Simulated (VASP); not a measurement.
# Al (Im-3m) in VASP: RPA correlation energy with PBE

Aim: the RPA correlation energy of Al with PBE.

Program: VASP 6.6.1. These are calculated values, not measurements. Logs are shortened: lines on timing, memory, paths and dates and some standing lists are left out, and cuts for length are marked.

## 1. Starting point

Symmetry: Im-3m, No. 229, cubic system. The conventional cell has a = 3.214 Å, b = 3.214 Å, c = 3.214 Å, α = 90.00°, β = 90.00°, γ = 90.00°. Around Al (site symmetry m-3m) lie 8 Al at 2.78 Å.

This isn't the form of Al at room conditions, which is fcc.

## 2. RPA correlation energy, PBE

Input file POSCAR:

```
Al
1.0
   -1.6070000000      1.6070000000      1.6070000000
    1.6070000000     -1.6070000000      1.6070000000
    1.6070000000      1.6070000000     -1.6070000000
Al
1
Direct
    0.0000000000      0.0000000000      0.0000000000
```

Input file INCAR.step1:

```
SYSTEM = Al
  ALGO = Normal
  EDIFF = 1E-8
  ENCUT = 450
  GGA = PE
  ISMEAR = 0
  LASPH = .TRUE.
  LCHARG = .FALSE.
  LREAL = .FALSE.
  LWAVE = .TRUE.
  NELM = 80
  PREC = Accurate
  SIGMA = 0.05
```

Input file INCAR.step2:

```
SYSTEM = Al
  AEXX = 1.0
  AGGAC = 0.0
  ALDAC = 0.0
  ALGO = EIGENVAL
  EDIFF = 1E-8
  ENCUT = 450
  GGA = PE
  ISMEAR = 0
  ISTART = 1
  LASPH = .TRUE.
  LCHARG = .FALSE.
  LHFCALC = .TRUE.
  LREAL = .FALSE.
  LWAVE = .FALSE.
  NELM = 1
  PREC = Accurate
  PRECFOCK = Fast
  SIGMA = 0.05
```

Input file INCAR.step3:

```
SYSTEM = Al
  ALGO = Exact
  EDIFF = 1E-8
  ENCUT = 450
  GGA = PE
  ISMEAR = 0
  ISTART = 1
  LASPH = .TRUE.
  LCHARG = .FALSE.
  LOPTICS = .TRUE.
  LREAL = .FALSE.
  LWAVE = .TRUE.
  NBANDS = 372
  NELM = 1
  PREC = Accurate
  SIGMA = 0.05
```

Input file INCAR.step4:

```
SYSTEM = Al
  ALGO = ACFDT
  EDIFF = 1E-8
  ENCUT = 450
  ENCUTGW = 250
  GGA = PE
  ISMEAR = 0
  ISTART = 1
  LASPH = .TRUE.
  LCHARG = .FALSE.
  LREAL = .FALSE.
  LWAVE = .FALSE.
  NBANDS = 372
  NELM = 80
  NOMEGA = 12
  PREC = Accurate
  PRECFOCK = Fast
  SIGMA = 0.05
```

Input file KPOINTS:

```
k-points
0
G
  8 8 8
  0 0 0
```

Potentials or basis: VASP PAW PBE potentials, release 64 (Al_GW).

Command:

```
cat potpaw_PBE.64/Al_GW/POTCAR > POTCAR
cp INCAR.step1 INCAR
mpirun -np 1 vasp_std > vasp.out
cp INCAR.step2 INCAR
mpirun -np 1 vasp_std > vasp.out
cp INCAR.step3 INCAR
mpirun -np 1 vasp_std > vasp.out
cp INCAR.step4 INCAR
mpirun -np 1 vasp_std > vasp.out
```

OUTCAR:

```text
SYSTEM = Al
   EDIFF = 1E-8
   ENCUT = 450
   ENCUTGW = 250
   GGA = PE
   ISMEAR = 0
   ISTART = 1
   LASPH = .TRUE.
   LREAL = .FALSE.
   NELM = 80
   PREC = Accurate
   PRECFOCK = Fast

 ion  position               nearest neighbor table
   1  0.000  0.000  0.000-

  LATTYP: Found a body centered cubic cell.
 ALAT       =     3.2140000000

  Lattice vectors:

 A1 = (  -1.6070000000,   1.6070000000,   1.6070000000)
 A2 = (   1.6070000000,  -1.6070000000,   1.6070000000)
 A3 = (   1.6070000000,   1.6070000000,  -1.6070000000)

Analysis of symmetry for initial positions (statically):
=====================================================================
 Subroutine PRICEL returns:
 Original cell was already a primitive cell.

 Routine SETGRP: Setting up the symmetry group for a
 body centered cubic supercell.

 Subroutine GETGRP returns: Found 48 space group operations
 (whereof 48 operations were pure point group operations)
 out of a pool of 48 trial point group operations.

The static configuration has the point symmetry O_h .

Analysis of symmetry for dynamics (positions and initial velocities):
=====================================================================
 Subroutine PRICEL returns:
 Original cell was already a primitive cell.

 Routine SETGRP: Setting up the symmetry group for a
 body centered cubic supercell.

 Subroutine GETGRP returns: Found 48 space group operations
 (whereof 48 operations were pure point group operations)
 out of a pool of 48 trial point group operations.

The dynamic configuration has the point symmetry O_h .

 Subroutine INISYM returns: Found 48 space group operations
 (whereof 48 operations are pure point group operations),
 and found     1 'primitive' translations

----------------------------------------------------------------------------------------

                                     Primitive cell

  volume of cell :      16.6000

  direct lattice vectors                    reciprocal lattice vectors
    -1.607000000  1.607000000  1.607000000     0.000000000  0.311138768  0.311138768
     1.607000000 -1.607000000  1.607000000     0.311138768  0.000000000  0.311138768
     1.607000000  1.607000000 -1.607000000     0.311138768  0.311138768  0.000000000

  length of vectors
     2.783405648  2.783405648  2.783405648     0.440016665  0.440016665  0.440016665

  position of ions in fractional coordinates (direct lattice)
     0.000000000  0.000000000  0.000000000

  ion indices of the primitive-cell ions
   primitive index   ion index
                 1           1

----------------------------------------------------------------------------------------

 KPOINTS: k-points

Automatic generation of k-mesh.
 Grid dimensions read from file:
 generate k-points for:    8    8    8

 Generating k-lattice:

  Cartesian coordinates                     Fractional coordinates (reciprocal lattice)
     0.000000000  0.038892346  0.038892346     0.125000000  0.000000000  0.000000000
     0.038892346  0.000000000  0.038892346     0.000000000  0.125000000  0.000000000
     0.038892346  0.038892346  0.000000000     0.000000000  0.000000000  0.125000000

  Length of vectors
     0.055002083  0.055002083  0.055002083

  Shift w.r.t. Gamma in fractional coordinates (k-lattice)
     0.000000000  0.000000000  0.000000000

 Subroutine IBZKPT returns following result:
 ===========================================

 Found     29 irreducible k-points:

 Following reciprocal coordinates:
            Coordinates               Weight
  0.000000  0.000000  0.000000      1.000000
  0.125000  0.000000  0.000000     12.000000
  0.250000  0.000000  0.000000     12.000000
  0.375000  0.000000  0.000000     12.000000
  0.500000  0.000000  0.000000      6.000000
  0.125000  0.125000  0.000000     24.000000
  0.250000  0.125000  0.000000     48.000000
  0.375000  0.125000  0.000000     48.000000
  0.250000  0.250000  0.000000     24.000000
  0.375000  0.250000  0.000000     24.000000
  0.125000  0.125000  0.125000      8.000000
  0.250000  0.125000  0.125000     24.000000
  0.375000  0.125000  0.125000     12.000000
 -0.125000  0.125000  0.125000      6.000000
  0.250000  0.250000  0.125000     24.000000
 -0.250000  0.250000  0.125000     24.000000
 -0.375000  0.375000  0.125000     24.000000
 -0.250000  0.375000  0.125000     24.000000
  0.500000  0.500000  0.125000     12.000000
 -0.375000  0.500000  0.125000     48.000000
 -0.375000 -0.375000  0.125000      8.000000
  0.250000  0.250000  0.250000      2.000000
 -0.250000  0.250000  0.250000      6.000000
 -0.375000  0.375000  0.250000     24.000000
 [... further k-points ...]
   k-points           NKPTS =     29   k-points in BZ     NKDIM =    512   number of bands    NBANDS=    372
   number of dos      NEDOS =    301   number of ions     NIONS =      1
   total plane-waves  NPLWV =   8000
   dimension x,y,z NGX =    20 NGY =   20 NGZ =   20
   dimension x,y,z NGXF=    40 NGYF=   40 NGZF=   40
   ions per type =               1
   NGX,Y,Z   is equivalent  to a cutoff of  11.95, 11.95, 11.95 a.u.
   NGXF,Y,Z  is equivalent  to a cutoff of  23.89, 23.89, 23.89 a.u.
 SYSTEM =  Al
   PREC   = accura    normal or accurate (medium, high low for compatibility)
   ISTART =      1    job   : 0-new  1-cont  2-samecut
   ICHARG =      0    charge: 1-file 2-atom 10-const
   ISPIN  =      1    spin polarized calculation?
   LNONCOLLINEAR =      F non collinear calculations
   LSORBIT =      F    spin-orbit coupling
   LASPH  =      T    aspherical Exc in radial PAW
   ENCUT  =  450.0 eV  33.07 Ry    5.75 a.u.   4.81  4.81  4.81*2*pi/ulx,y,z
   NELM   =     80;   NELMIN=  2; NELMDL=  0     # of ELM steps
   EDIFF  = 0.1E-07   stopping-criterion for ELM
   LREAL  =      F    real-space projection
   EDIFFG = 0.1E-06   stopping-criterion for IOM
   NSW    =      0    number of steps for IOM
   IBRION =     -1    ionic relax: 0-MD 1-quasi-New 2-CG
   NFREE  =      0    steps in history (QN), initial steepest desc. (CG)
   ISIF   =      0    stress and relaxation
   ISYM   =      3    0-nonsym 1-usesym 2-fastsym
   POTIM  = 0.5000    time-step for ionic-motion
   TEBEG  =    0.0;   TEEND  =   0.0 temperature during run
   PSTRESS=    0.0 pullay stress
   NELECT =       3.0000    total number of electrons
   NUPDOWN=      -1.0000    fix difference up-down
   EMIN   =  10.00;   EMAX   =-10.00  energy-range for DOS
   EFERMI =   0.00;   METHOD = LEGACY
   ISMEAR =     0;   SIGMA  =   0.05  broadening in eV -4-tet -1-fermi 0-gaus
   EFERMI_NEDOS =   21; number of points for ismear=-14 and -15
   IALGO  =     38    algorithm
   IMIX   =      4    mixing-type and parameters
     AMIX     =   0.40;   BMIX     =  1.00
     AMIX_MAG =   1.60;   BMIX_MAG =  1.00
  volume/ion in A,a.u.               =      16.60       112.02
  Fermi-wavevector in a.u.,A,eV,Ry     =   0.925577  1.749088 11.656021  0.856693
  Thomas-Fermi vector in A             =   2.051447
   LORBIT       =      0    0 simple, 1 ext, 2 COOP (PROOUT), +10 PAW based schemes
   GGA     = PE    functional components
   LHFCALC =     T    Hartree Fock is set to
   PRECFOCK=fast      Normal, Fast or Accurate (Low or Medium for compatibility)
   ENCUT4O =  -1.0   cutoff for four orbital integrals eV
   NKREDX  =     1    reduce k-point grid by
   NKREDY  =     1    reduce k-point grid by
   NKREDZ  =     1    reduce k-point grid by
   AEXX    =    1.0000 exact exchange contribution
   HFSCREEN=    0.0000 screening length (either q_TF or 0.3 A-1)
   HFSCREENC=   0.0000 screening length for correlation (either q_TF or 0.3 A-1)
   ENCUTFOCK=  -1.0 apply spherical cutoff to Coloumb kernel
   IVDW    =     0    specifies the selected vdW correction
   LEPSILON=     F    determine dielectric tensor
   LRPA    =     F    only Hartree local field effects (RPA)
   LRPAFORCE           =     F    calculate RPA forces
   ENCUTGW             = 250.0    cutoff for response function in eV
   ENCUTGWSOFT         = 200.0    soft cutoff for Coulomb kernel in GW response function in eV
   ENCUTLF             =  -1.0    cutoff for local field effects
   NELMGW              =     1    number of iterations in solving QP/BSE equation
   NELMHF              =     1    number of iterations in the inner HF iteration
   NKREDLFX            =     1    NKREDLFY  =   1   NKREDLFZ  =   1
 non-spin polarized calculation
 Gauss-broadening in eV      SIGMA  =   0.05
  energy-cutoff  :      450.00
  volume of cell :       16.60
 maximum number of plane-waves:       372
  NGX = 14; NGY = 14; NGZ = 14
   NGX =  9   NGY =  9   NGZ =  9
 maximum number of plane-waves:       164

      cutoff energy     smooth cutoff   RPA   correlation   Hartree contr. to MP2
---------------------------------------------------------------------------------
            250.000           200.000       -5.0075384259      -13.8949458290
            238.095           190.476       -5.0034413688      -13.8904715142
            226.757           181.406       -4.9990452356      -13.8856647616
            215.959           172.768       -4.9943466742      -13.8805353894
            205.676           164.541       -4.9893182164      -13.8750681489
            195.882           156.705       -4.9839380977      -13.8692536460
            186.554           149.243       -4.9781871803      -13.8630798725
            177.670           142.136       -4.9720354372      -13.8565143840
  linear regression
  converged value                           -5.0605091462      -13.9522569270
```

Wall time 17 min (1 thread of Intel Xeon Platinum 8259CL at 2.50GHz (Skylake/Cascade Lake), shared host); peak memory 1.3 GiB.

Results:

```yaml
Band_gap_on_the_k_mesh_mean-field_level: none (metal or under the smearing width)
RPA_correlation_energy: -5.061 eV/atom
RPA_total_energy_per_cell: -9.230 eV
RPA_correlation_energy_per_cell: -5.061 eV
```

Levels at points of the mesh, in eV from the Fermi level:
| k point | band 1 | band 2 | band 3 | band 4 | band 5 |
| --- | --- | --- | --- | --- | --- |
| (0.00, 0.00, 0.00) | -11.22 | 13.10 | 13.10 | 13.10 | 14.45 |
| (0.50, 0.00, 0.00) | -4.43 | -3.98 | 7.98 | 8.13 | 9.80 |
| (0.50, 0.50, 0.50) | 1.73 | 1.73 | 1.73 | 2.87 | 2.87 |

Caveat: the ground state has no gap, which makes the many-body step unreliable.
